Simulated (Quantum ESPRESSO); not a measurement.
# Pt (P-1) in Quantum ESPRESSO: further runs

The runs below take Pt through single point, relaxation of the atoms, with vdW-DF-cx, LDA.

Program: Quantum ESPRESSO 7.5. These are calculated values, not measurements. Logs are shortened: lines on timing, memory, paths and dates and some standing lists are left out, and cuts for length are marked.

## 1. The structure

The typed cell holds 2 atoms: a = 3.168 Å, b = 3.168 Å, c = 3.168 Å, α = 90.00°, β = 90.00°, γ = 90.00°.

This isn't the form of Pt at room conditions, which is fcc.

## 2. Single point, vdW-DF-cx

run.py

```python
import numpy as np
from ase.calculators.espresso import Espresso, EspressoProfile
from ase.io import read

atoms = read('Pt.cif')

input_data = {
    'control': {'calculation': 'scf', 'prefix': 'pwscf', 'outdir': './tmp', 'tprnfor': True, 'tstress': True, 'disk_io': 'nowf'},
    'system': {'ecutwfc': 45.0, 'ecutrho': 360.0, 'nbnd': 24, 'input_dft': 'vdw-df-cx', 'occupations': 'smearing', 'smearing': 'fd', 'degauss': 0.00367493},
    'electrons': {'conv_thr': 4e-10, 'electron_maxstep': 120, 'mixing_beta': 0.5},
}
pseudopotentials = {'Pt': 'pt_pbe_v1.4.uspp.F.UPF'}
profile = EspressoProfile(command='pw.x', pseudo_dir='pseudo')
dft = Espresso(profile=profile, input_data=input_data, pseudopotentials=pseudopotentials, kpts=(8, 8, 8), koffset=(0, 0, 0))
atoms.calc = dft

print(f'energy {atoms.get_potential_energy():.8f} eV')
print('forces (eV/A)')
print(np.round(atoms.get_forces(), 6))
print('stress (eV/A^3, Voigt)')
print(np.round(atoms.get_stress(), 8))
print(f'Fermi level {dft.get_fermi_level():.4f} eV')
```

Pt.cif

```cif
data_Pt
_cell_length_a 3.16844000
_cell_length_b 3.16844000
_cell_length_c 3.16844000
_cell_angle_alpha 90.00000000
_cell_angle_beta 90.00000000
_cell_angle_gamma 90.00000000
_space_group_name_H-M_alt 'P1'
_space_group_name_Hall 'P 1'
_space_group_IT_number 1
loop_
_space_group_symop_operation_xyz
'x,y,z'
loop_
_atom_site_label
_atom_site_type_symbol
_atom_site_symmetry_multiplicity
_atom_site_Wyckoff_symbol
_atom_site_fract_x
_atom_site_fract_y
_atom_site_fract_z
_atom_site_occupancy
Pt1 Pt 1 a 0.5054260700 0.4928058600 0.5171599100 1
Pt2 Pt 1 a 0.9945739300 0.0071941400 0.9828400900 1
```

Potentials or basis: GBRV 1.5 PBE.

The run is started by

```bash
OMP_NUM_THREADS=1 python run.py
```

Log:

```text
energy -5724.67817558 eV
forces (eV/A)
[[-0.199854  0.270338 -0.685799]
 [ 0.199854 -0.270338  0.685799]]
stress (eV/A^3, Voigt)
[ 0.05263063  0.05308696  0.06006128  0.00567238 -0.00426668  0.00179592]
Fermi level 20.7274 eV
```

espresso.pwi:

```text
&CONTROL
   calculation      = 'scf'
   tstress          = .true.
   tprnfor          = .true.
   outdir           = './tmp'
   prefix           = 'pwscf'
   disk_io          = 'nowf'
   pseudo_dir       = 'pseudo'
/
&SYSTEM
   nbnd             = 24
   ecutwfc          = 45.0
   ecutrho          = 360.0
   occupations      = 'smearing'
   degauss          = 0.00367493
   smearing         = 'fd'
   input_dft        = 'vdw-df-cx'
   ntyp             = 1
   nat              = 2
   ibrav            = 0
/
&ELECTRONS
   electron_maxstep = 120
   conv_thr         = 4e-10
   mixing_beta      = 0.5
/
&IONS
/
&CELL
/
&FCP
/
&RISM
/
ATOMIC_SPECIES
Pt 195.084 pt_pbe_v1.4.uspp.F.UPF

K_POINTS automatic
8 8 8  0 0 0

CELL_PARAMETERS angstrom
3.16844000000000 0.00000000000000 0.00000000000000
0.00000000000000 3.16844000000000 0.00000000000000
0.00000000000000 0.00000000000000 3.16844000000000

ATOMIC_POSITIONS angstrom
Pt 1.6014121772 1.5614257991 1.6385901452  
Pt 3.1512478228 0.0227942009 3.1140698548
```

espresso.pwo:

```text
This program is part of the open-source Quantum ESPRESSO suite
     for quantum simulation of materials; please cite
         "P. Giannozzi et al., J. Phys.:Condens. Matter 21 395502 (2009);
         "P. Giannozzi et al., J. Phys.:Condens. Matter 29 465901 (2017);
         "P. Giannozzi et al., J. Chem. Phys. 152 154105 (2020);
     in publications or presentations arising from this work. More details at

Warning: card &CELL ignored
Warning: card &FCP ignored
Warning: card &RISM ignored

     IMPORTANT: XC functional enforced from input :
     Exchange-correlation= VDW-DF-CX
                           (   1   4  27   0   1   0   0)
     Any further DFT definition will be discarded
     Please, verify this is what you really want

     Message from routine setup:
     using ibrav=0 with symmetry is DISCOURAGED, use correct ibrav instead

     G-vector sticks info
     --------------------
     sticks:   dense  smooth     PW     G-vecs:    dense   smooth      PW
     Sum        1033     509    169                24837     8733    1575

     Using Slab Decomposition

     bravais-lattice index     =            0
     lattice parameter (alat)  =       5.9875  a.u.
     unit-cell volume          =     214.6511 (a.u.)^3
     number of atoms/cell      =            2
     number of atomic types    =            1
     number of electrons       =        32.00
     number of Kohn-Sham states=           24
     kinetic-energy cutoff     =      45.0000  Ry
     charge density cutoff     =     360.0000  Ry
     scf convergence threshold =      4.0E-10
     mixing beta               =       0.5000
     number of iterations used =            8  plain     mixing
     Exchange-correlation= VDW-DF-CX
                           (   1   4  27   0   1   0   0)

     celldm(1)=   5.987484  celldm(2)=   0.000000  celldm(3)=   0.000000
     celldm(4)=   0.000000  celldm(5)=   0.000000  celldm(6)=   0.000000

     crystal axes: (cart. coord. in units of alat)
               a(1) = (   1.000000   0.000000   0.000000 )
               a(2) = (   0.000000   1.000000   0.000000 )
               a(3) = (   0.000000   0.000000   1.000000 )

     reciprocal axes: (cart. coord. in units 2 pi/alat)
               b(1) = (  1.000000  0.000000  0.000000 )
               b(2) = (  0.000000  1.000000  0.000000 )
               b(3) = (  0.000000  0.000000  1.000000 )

     PseudoPot. # 1 for Pt read from file:
     pt_pbe_v1.4.uspp.F.UPF
     Pseudo is Ultrasoft + core correction, Zval = 16.0
     Generated by new atomic code, or converted to UPF format
     Using radial grid of  985 points,  6 beta functions with:
                l(1) =   0
                l(2) =   0
                l(3) =   1
                l(4) =   1
                l(5) =   2
                l(6) =   2
     Q(r) pseudized with  8 coefficients,  rinner =    1.300   1.300   1.300
                                                       1.300   1.300

     atomic species   valence    mass     pseudopotential
     Pt               16.00   195.08400     Pt( 1.00)

      2 Sym. Ops., with inversion, found ( 1 have fractional translation)

   Cartesian axes

     site n.     atom                  positions (alat units)
         1        Pt     tau(   1) = (   0.5054261   0.4928059   0.5171599  )
         2        Pt     tau(   2) = (   0.9945739   0.0071941   0.9828401  )

     number of k points=   260  Fermi-Dirac smearing, width (Ry)=  0.0037

     Number of k-points >= 100: set verbosity='high' to print them.

     Dense  grid:    24837 G-vectors     FFT dimensions: (  40,  40,  40)

     Smooth grid:     8733 G-vectors     FFT dimensions: (  30,  30,  30)

     Initial potential from superposition of free atoms

     starting charge      31.0000, renormalised to      32.0000

     negative rho (up, down):  3.790E-01 0.000E+00

     %%%%%%%%%%%%%%%%%%%%%%%%%%%%%%%%%%%%%%%%%%%%%%%%%%%%%%%%%%%%%%%%%%%%%%%%
     %                                                                      %
     % You are using vdW-DF, which was implemented by the Thonhauser group. %
     % Please cite the following two papers that made this development      %
     % possible and the two reviews that describe the various versions:     %
     %                                                                      %
     %   T. Thonhauser et al., PRL 115, 136402 (2015).                      %
     %   T. Thonhauser et al., PRB 76, 125112 (2007).                       %
     %   K. Berland et al., Rep. Prog. Phys. 78, 066501 (2015).             %
     %   D.C. Langreth et al., J. Phys.: Condens. Matter 21, 084203 (2009). %
     %                                                                      %
     % If you are calculating stress with vdW-DF, please also cite:         %
     %                                                                      %
     %   R. Sabatini et al., J. Phys.: Condens. Matter 24, 424209 (2012).   %
     %                                                                      %
     %%%%%%%%%%%%%%%%%%%%%%%%%%%%%%%%%%%%%%%%%%%%%%%%%%%%%%%%%%%%%%%%%%%%%%%%

     %%%%%%%%%%%%%%%%%%%%%%%%%%%%%%%%%%%%%%%%%%%%%%%%%%%%%%%%%%%%%%%%%%%%%%%%
     %                                                                      %
     %  vdW-DF NEWS:                                                        %
     %                                                                      %
     %  * vdW-DF3 is now available. DOI: 10.1021/acs.jctc.0c00471           %
     %    use with input_dft = 'vdW-DF3-opt1' or 'vdW-DF3-opt2'             %
     %                                                                      %
     %  * Unscreened and range-separated hybrid vdW-DF-cx functionals       %
     %    DOI: 10.1063/1.4986522 and 10.1088/1361-648X/ac2ad2               %
     %    use with input_dft = 'vdW-DF-cx0'    and 'vdW-DF-ahcx'            %
     %  * Unscreened and range-separated hybrid vdW-DF2-b86r functionals    %
     %    DOI: 10.1063/1.4986522 and DOI: 10.1103/PhysRevX.12.041003        %
     %    use with input_dft = 'vdW-DF2-br0' and 'vdW-DF2-ahbr'             %
     %                                                                      %
     %%%%%%%%%%%%%%%%%%%%%%%%%%%%%%%%%%%%%%%%%%%%%%%%%%%%%%%%%%%%%%%%%%%%%%%%

     Starting wfcs are   24 randomized atomic wfcs

     Self-consistent Calculation

     iteration #  1     ecut=    45.00 Ry     beta= 0.50
     Davidson diagonalization with overlap
     ethr =  1.00E-02,  avg # of iterations =  3.7

     negative rho (up, down):  3.523E-01 0.000E+00

     total energy              =    -420.38918216 Ry
     estimated scf accuracy    <       1.59919608 Ry

     iteration #  2     ecut=    45.00 Ry     beta= 0.50
     Davidson diagonalization with overlap
     ethr =  5.00E-03,  avg # of iterations =  2.0

     negative rho (up, down):  3.539E-01 0.000E+00

     total energy              =    -420.75229773 Ry
     estimated scf accuracy    <       0.02138313 Ry

     iteration #  3     ecut=    45.00 Ry     beta= 0.50
     Davidson diagonalization with overlap
     ethr =  6.68E-05,  avg # of iterations =  3.4

     negative rho (up, down):  3.528E-01 0.000E+00

     total energy              =    -420.75601335 Ry
     estimated scf accuracy    <       0.00115230 Ry

     iteration #  4     ecut=    45.00 Ry     beta= 0.50
     Davidson diagonalization with overlap
     ethr =  3.60E-06,  avg # of iterations =  4.0

     negative rho (up, down):  3.527E-01 0.000E+00

     total energy              =    -420.75611527 Ry
     estimated scf accuracy    <       0.00004127 Ry

     iteration #  5     ecut=    45.00 Ry     beta= 0.50
     Davidson diagonalization with overlap
     ethr =  1.29E-07,  avg # of iterations =  2.2

     negative rho (up, down):  3.528E-01 0.000E+00

     total energy              =    -420.75612149 Ry
     estimated scf accuracy    <       0.00000118 Ry

     iteration #  6     ecut=    45.00 Ry     beta= 0.50
     Davidson diagonalization with overlap
     ethr =  3.68E-09,  avg # of iterations =  3.3

     negative rho (up, down):  3.529E-01 0.000E+00

     total energy              =    -420.75612194 Ry
     estimated scf accuracy    <       0.00000037 Ry

     iteration #  7     ecut=    45.00 Ry     beta= 0.50
     Davidson diagonalization with overlap
     ethr =  1.17E-09,  avg # of iterations =  2.0

     negative rho (up, down):  3.529E-01 0.000E+00

     total energy              =    -420.75612205 Ry
     estimated scf accuracy    <       0.00000001 Ry

     iteration #  8     ecut=    45.00 Ry     beta= 0.50
     Davidson diagonalization with overlap
     ethr =  3.17E-11,  avg # of iterations =  2.3

     negative rho (up, down):  3.529E-01 0.000E+00

     End of self-consistent calculation

     Number of k-points >= 100: set verbosity='high' to print the bands.

     the Fermi energy is    20.7274 ev

!    total energy              =    -420.75612206 Ry
     estimated scf accuracy    <          3.2E-10 Ry
     smearing contrib. (-TS)   =      -0.00139730 Ry
     internal energy E=F+TS    =    -420.75472475 Ry

     The total energy is F=E-TS. E is the sum of the following terms:
     one-electron contribution =     -48.47697475 Ry
     hartree contribution      =      51.78216172 Ry
     xc contribution           =    -113.13182294 Ry
     ewald contribution        =    -310.92808878 Ry

     convergence has been achieved in   8 iterations

     negative rho (up, down):  3.529E-01 0.000E+00

     Forces acting on atoms (cartesian axes, Ry/au):

     atom    1 type  1   force =    -0.00777307    0.01051449   -0.02667334
     atom    2 type  1   force =     0.00777307   -0.01051449    0.02667334

     Total force =     0.042011     Total SCF correction =     0.000021

     Computing stress (Cartesian axis) and pressure

     negative rho (up, down):  3.529E-01 0.000E+00
          total   stress  (Ry/bohr**3)                   (kbar)     P=      -88.54
  -0.00057322  -0.00001956   0.00004647          -84.32       -2.88        6.84
  -0.00001956  -0.00057819  -0.00006178           -2.88      -85.05       -9.09
   0.00004647  -0.00006178  -0.00065415            6.84       -9.09      -96.23

=------------------------------------------------------------------------------=
   JOB DONE.
=------------------------------------------------------------------------------=
```

It took 1.9 min on 1 thread of Intel Xeon 6975P-C (Granite Rapids), shared host; peak memory 0.23 GiB.

What came out:

```
Free energy            : -5724.6787 eV
Pressure               : -8.9 GPa
Largest force          : 0.764 eV/Å
Band gap on the k mesh : none (metal or under the smearing width)
```

Forces in eV/Å, atoms in the order of the input:
```
Pt  -0.200  0.270 -0.686
Pt   0.200 -0.270  0.686
```

Levels at points of the mesh, in eV from the Fermi level:
```csv
k point,band 13,band 14,band 15,band 16,band 17,band 18,band 19,band 20
"(0.00, 0.00, 0.00)",-1.16,-1.07,0.36,0.36,0.47,7.61,7.63,7.73
"(0.00, 0.00, -0.50)",-2.78,-2.75,-2.17,-1.29,-0.38,0.30,13.88,14.87
"(0.00, -0.50, -0.50)",-0.81,-0.74,0.25,0.29,0.94,0.95,6.10,6.15
"(-0.50, -0.50, -0.50)",-0.71,-0.71,-0.71,-0.70,4.63,4.64,8.62,8.72
"(-0.50, 0.00, 0.00)",-2.63,-2.62,-1.71,-1.46,-0.17,0.05,14.04,14.35
"(0.00, -0.50, 0.00)",-2.64,-2.62,-1.77,-1.43,-0.20,0.09,14.01,14.41
"(-0.50, 0.00, 0.50)",-0.80,-0.75,0.25,0.28,0.93,0.94,6.11,6.15
"(-0.50, 0.50, 0.00)",-0.79,-0.77,0.24,0.25,0.86,0.86,6.15,6.16
```

Caveat: the potentials were made for another functional, which shifts forces and pressure.

(Continued in part 2 of 2.)
